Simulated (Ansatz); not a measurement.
A single-point run of Ansatz (plane waves, PAW) on AlN built on the rocksalt prototype, with the lines that name the functional removed. The cell was relaxed with r2SCAN and then strained (epitaxial -4.0 % in the xy plane, free normal strain +3.53 %), with the atoms relaxed again with r2SCAN; k points keep the names of the unstrained zone.

```yaml
crystal:
  lattice:
    - [0.00000, 1.93811, 2.09007]
    - [1.93811, 0.00000, 2.09007]
    - [1.93811, 1.93811, 0.00000]
  atoms:
    - { symbol: Al, position: [0.00000, 0.00000, 0.00000] }
    - { symbol: N, position: [0.50000, 0.50000, 0.50000] }
```

```
scf.n_extra_bands = 4 over 4 filled bands (N_el = 8.0): the run solves 8 bands
Crystal: 2 atoms, lattice volume = 15.702 Å³
Basis set: ecut = 420 eV, 315 PW (Γ)
Symmetry: 16 space group operations
Space group: I4/mmm (ITA 139)
k-points: 102 of 1000
SCF 1 converged in 6 iterations: F = -923.778250 eV  dr2 = 8.86e-12
SCF converged after 6 iterations
Free energy (F): -923.778250 eV
Fermi energy:    14.572994 eV
--- Per-component energies (eV) ---
  E_band       = 43.131349
  E_kinetic    = 166.037008
  E_local      = -165.430823
  E_nonlocal   = 54.857421
  E_hartree    = 61.060630
  E_xc         = -104.043736
  E_vxc        = -111.010787
  E_paw        = -595.295790
  E_vpaw       = -23.442838
  E_ewald      = -340.963060
--- Stress (GPa, compression-positive) ---
       32.710494       0.000000       0.000000
        0.000000      32.710494       0.000000
        0.000000       0.000000       5.854813
  P = ⅓ Tr σ = 23.7586 GPa (237.586 kbar)
--- Band table (eV; the first three rows and the last of 102) ---
  k-point 0: bands = [-6.0510, 11.7969, 11.7969, 12.2484, 18.2473, 23.6044, 24.6646, 24.6646]
  k-point 1: bands = [-5.8358, 10.8777, 11.7012, 11.9650, 18.8416, 23.3356, 24.2758, 25.0058]
  k-point 2: bands = [-5.2092, 8.7076, 11.4658, 11.5098, 19.3384, 23.0136, 24.2647, 25.5808]
  k-point 101: bands = [-2.0263, 4.0213, 9.4238, 9.4238, 17.6801, 17.7312, 25.9978, 30.6427]
```

The file bands.tsv (bands near the Fermi energy, numbered from 0, rounded):
```tsv
# k_distance	band_0	band_1	band_2	band_3	band_4	band_5	band_6	band_7
# fermi_ev = 14.572994
# [0, 0, 0] at k_distance = 0.000000
# [0.5, 0, 0.5] at k_distance = 1.620954
# [0.625, 0.25, 0.625] at k_distance = 2.173607
# [0.375, 0.375, 0.75] at k_distance = 3.154576
# [0.5, 0.5, 0.5] at k_distance = 4.099704
# [0.5, 0.25, 0.75] at k_distance = 5.205011
# [0, 0.5, 0.5] at k_distance = 7.017292
# levels_relative_to = fermi_ev
0.000	-20.624	-2.776	-2.776	-2.325	3.674	9.031	10.092	10.092
1.621	-15.909	-10.202	-6.202	-5.223	2.339	2.411	12.368	13.938
2.174	-16.002	-9.349	-8.264	-5.187	3.385	6.707	10.832	12.198
3.155	-16.355	-9.591	-8.316	-4.689	4.217	7.548	10.169	13.175
4.100	-17.164	-11.234	-3.997	-3.639	3.650	8.341	9.794	11.337
5.205	-16.062	-8.663	-8.378	-6.858	6.241	8.261	9.014	11.092
7.017	-15.909	-10.202	-6.202	-5.223	2.339	2.411	12.368	13.938
```
In order the rows are Γ, X, U, K, L, W, X.

Problem. Which level of theory was used?
A. PBE
B. LDA
C. Hartree-Fock
D. r2SCAN

Solution. A. PBE. There is no exchange loop, so no exact exchange. PBE gives an indirect gap of 4.66 eV, from Γ to X; the least direct gap is 6.00 eV at Γ. Within one family of functionals the choice rests on the size of the gap and stress, not on a line of the log.

Command: `ansatz run input.yaml --threads 2 --pin off --max-ram 29491MiB --backend cpu --events-out ev --progress --plain --runs-dir out`. It took 0.59 s on 2 threads of AMD EPYC 7R13 Processor (Zen 3) (shared host), load about 0.7 per core; peak host memory 0.29 GiB.

No spin polarisation. The prototype was imposed, so other structures may be more stable.
